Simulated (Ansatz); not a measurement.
# Cu$_{3}$Au: do energies and stresses tell the same story?

All numbers below come from DFT PBE, scalar-relativistic, plane waves, PAW in Ansatz 0.2.0.

Plane waves to 420 eV, a k mesh through Γ of 12×12×12 on the computed 4-atom cell and Gaussian smearing (0.10 eV); no spin polarisation.

Relaxed cell: Pm-3m, a = 3.780 Å, b = 3.780 Å, c = 3.780 Å, α = 90.00°, β = 90.00°, γ = 90.00°, 4 atoms in the primitive cell. Whether it is the stable form of this composition wasn't checked.

Energies at zero smearing and pressures from the stress tensor, at volumes with shape and atoms relaxed:
```
V (Å³/atom) E − E(first) (meV/atom) P (GPa)
     11.885                     0.00    25.41
     12.290                   -53.61    17.20
     12.695                   -88.25    10.38
     13.100                  -107.14     4.71
     13.506                  -112.93     0.02
     13.911                  -107.89    -3.87
     14.316                   -93.89    -7.08
     14.856                   -63.93   -10.50
```

**Question.** Check P = −dE/dV between neighbouring volumes, and get the bulk modulus from the pressures alone.

**Answer.** With 1 eV/Å³ = 160.2 GPa:
```tsv
middle V (Å³/atom)	−ΔE/ΔV (GPa)	mean P (GPa)
12.087	21.199	21.305
12.493	13.700	13.786
12.898	7.467	7.545
13.303	2.293	2.367
13.708	-1.995	-1.924
14.113	-5.537	-5.475
14.586	-8.885	-8.792
```

The two differ by 0.11 GPa at most. The mean of two end pressures misses the average over a step by about ΔV² P″/12, up to 0.13 GPa here; with that taken off 0.02 GPa remains. Around V = 13.506 Å³/atom, the two neighbours give B = −V ΔP/ΔV = 13.506 × 8.58 / 0.810 = 143.0 GPa, against B0 = 142.2 GPa from the Birch–Murnaghan fit of the energies.

Spin–orbit coupling is left out, which can shift energies with elements as heavy as these.